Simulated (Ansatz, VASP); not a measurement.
## Al3Au in VASP and in Ansatz

The input INCAR:

```
PREC     = Accurate       # precision mode
ENCUT    = 520            # plane-wave cutoff, eV
EDIFF    = 1E-6           # SCF threshold, eV
ISMEAR   = 0              # smearing method
SIGMA    = 0.1            # smearing width, eV
LREAL    = F              # projectors in reciprocal space
LASPH    = T              # aspherical terms in the spheres
NELM     = 100            # most SCF steps
ALGO     = Fast           # electronic algorithm
ISIF     = 2              # what is computed and relaxed
LWAVE    = F              # write WAVECAR
LCHARG   = T              # write CHGCAR
GGA      = PE             # functional
LELF     = T              # ELF
LVHAR    = T            
NBANDS   = 18             # bands
```

KPOINTS

```
regular mesh
0
Gamma
  14 14 14
```

POSCAR

```
Al3Au
1.0
   -2.0566851548      2.0566851548      4.2410941680
    2.0566851548     -2.0566851548      4.2410941680
    2.0566851548      2.0566851548     -4.2410941680
Al Au
3 1
Direct
    0.7500000000      0.2500000000      0.5000000000
    0.2500000000      0.7500000000      0.5000000000
    0.5000000000      0.5000000000      0.0000000000
    0.0000000000      0.0000000000      0.0000000000
```

Input for Ansatz:

```yaml
crystal:
  lattice:
    - [-2.0566851548, 2.0566851548, 4.241094168]
    - [2.0566851548, -2.0566851548, 4.241094168]
    - [2.0566851548, 2.0566851548, -4.241094168]
  atoms:
    - { symbol: Al, position: [0.75, 0.25, 0.5] }
    - { symbol: Al, position: [0.25, 0.75, 0.5] }
    - { symbol: Al, position: [0.5, 0.5, 0.0] }
    - { symbol: Au, position: [0.0, 0.0, 0.0] }
basis:
  ecutwfc: 420
kpoints:
  mp_grid: { grid: [14, 14, 14] }
hamiltonian:
  xc: pbe
scf:
  occupations: { method: gaussian, width: 0.1 }
output:
  forces: true
  stress: true
  eigenvalues: true
```

Alike in both runs: task single point; functional PBE; k mesh 14 × 14 × 14; occupations gaussian, width 0.1 eV; no spin polarisation.

|  | VASP | Ansatz |
| --- | --- | --- |
| version | VASP 6.6.1 | Ansatz 0.2.0 |
| potentials or method | VASP PAW PBE potentials, release 64 (Al, Au) | scalar-relativistic, plane waves, PAW |
| plane-wave cutoff (eV) | 520 | 420 |
| valence electrons in the cell | 20 | 28 |

|  | VASP | Ansatz | Ansatz less VASP |
| --- | --- | --- | --- |
| gap on the k mesh at the Fermi level (eV) | none | none | - |
| pressure (GPa) | -5.7 | -5.6 | +0.12 |
| largest component of the traceless stress (GPa) | 1.42 | 1.45 | +0.026 |

A gap of «none» marks a metal or a gap that the smearing closes. The two sets of potentials don't hold the same shells in valence.

The runs have no spin-orbit coupling, so splittings on Au are missing.
